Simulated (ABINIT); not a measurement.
PbSe (Clausthalite):

```
Pb Se
1.0
     0.00000    3.06065    3.06065
     3.06065    0.00000    3.06065
     3.06065    3.06065    0.00000
Pb Se
1 1
Cartesian
  0.0000 0.0000 0.0000
  3.0606 3.0606 3.0606
```

Base run:

* Program: ABINIT 10.8.3 (patched build)
* Functional: PBEsol
* Potentials or basis: PseudoDojo NC SR PBEsol v0.4.1 standard
* Cutoff: 1061 eV
* k mesh: 6 × 6 × 6
* Occupations: fermi-dirac, width 0.05 eV
* Spin: no spin polarisation

Its results: band gap on the k mesh 0.21 eV, direct; pressure -0.8 GPa.

The run is repeated on the same cell with these changes: functional from PBEsol to AM05; cutoff from 1061 eV to 1170 eV. What comes out?

Band gap on the k mesh 0.27 eV, direct; pressure 0.0 GPa.

Caveats: spin-orbit coupling is left out, which as a rule narrows the gap of such compounds by several tenths of an eV; the potentials were made for another functional, which shifts forces and pressure (some runs).

A k mesh can miss the band edges.

Not every run made on this cell is shown here.
